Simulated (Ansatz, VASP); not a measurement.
One calculation of MgS, two programs

Contents of POSCAR:

```
MgS
1.0
    0.0333446951      2.8359127679      2.8359127679
    2.8359127679      0.0333446951      2.8359127679
    2.8359127679      2.8359127679      0.0333446951
Mg S
1 1
Direct
    0.0011245605      0.0011245605      0.0011245605
    0.2488754395      0.2488754395      0.2488754395
```

File INCAR.step1:

```
PREC     = Accurate       # precision mode
ENCUT    = 520            # plane-wave cutoff, eV
ISMEAR   = 0              # smearing method
SIGMA    = 0.01           # smearing width, eV
LREAL    = F              # projectors in reciprocal space
LASPH    = T              # aspherical terms in the spheres
NELM     = 80             # most SCF steps
NBANDS   = 11             # bands
GGA      = PE             # functional
ALGO     = Normal         # electronic algorithm
EDIFF    = 1E-4           # SCF threshold, eV
LWAVE    = T              # write WAVECAR
LCHARG   = F              # write CHGCAR
```

INCAR.step2

```
PREC     = Accurate       # precision mode
ENCUT    = 520            # plane-wave cutoff, eV
EDIFF    = 1E-7           # SCF threshold, eV
ISMEAR   = 0              # smearing method
SIGMA    = 0.01           # smearing width, eV
LREAL    = F              # projectors in reciprocal space
LASPH    = T              # aspherical terms in the spheres
NELM     = 80             # most SCF steps
ALGO     = Normal         # electronic algorithm
ISIF     = 2              # what is computed and relaxed
LWAVE    = F              # write WAVECAR
LCHARG   = F              # write CHGCAR
METAGGA  = R2SCAN         # meta-GGA
LMIXTAU  = T            
NBANDS   = 11             # bands
ISTART   = 1
```

Contents of KPOINTS:

```
regular mesh
0
Gamma
  8 8 8
```

Input for Ansatz:

```yaml
crystal:
  lattice:
    - [0.0333446951, 2.8359127679, 2.8359127679]
    - [2.8359127679, 0.0333446951, 2.8359127679]
    - [2.8359127679, 2.8359127679, 0.0333446951]
  atoms:
    - { symbol: Mg, position: [0.0011245605, 0.0011245605, 0.0011245605] }
    - { symbol: S, position: [0.2488754395, 0.2488754395, 0.2488754395] }
kpoints:
  mp_grid: { grid: [8, 8, 8] }
  band_path:
    path:
      - [0.0, 0.0, 0.0]
      - [-0.5, -0.5, 0.0]
      - [-0.375, -0.375, 0.25]
      - [-0.375, 0.0, 0.375]
      - [0.0, 0.0, 0.5]
      - [-0.5, -0.25, 0.25]
    npoints: 1
hamiltonian:
  xc: r2scan
scf:
  occupations: { method: fixed }
  n_extra_bands: 4
output:
  forces: true
  stress: true
  eigenvalues: true
```

Change from the starting cell: epitaxial_111 strain -1.0%.

Alike in both runs: task single point; functional r2SCAN; k mesh 8 × 8 × 8; no spin polarisation.

```csv
,VASP,Ansatz
version,VASP 6.6.1,Ansatz 0.2.0
potentials or method,"VASP PAW PBE potentials, release 64 (Mg, S)","plane waves, PAW"
plane-wave cutoff (eV),520,500
occupations,"gaussian, width 0.01 eV",fixed
valence electrons in the cell,8,16
```

Ansatz gave:

* gap on the k mesh at the Fermi level (eV): 4.16
* pressure (GPa): 0.8
* largest component of the traceless stress (GPa): 0.38

**Question.** Which values does VASP return?

**Answer.** gap on the k mesh at the Fermi level (eV): 4.15; pressure (GPa): 0.5; largest component of the traceless stress (GPa): 0.39.

The two sets of potentials don't hold the same shells in valence.

Caveats: the PAW data sets were made with another functional, which shifts forces and pressure a little (VASP). A k mesh can miss the band edges.
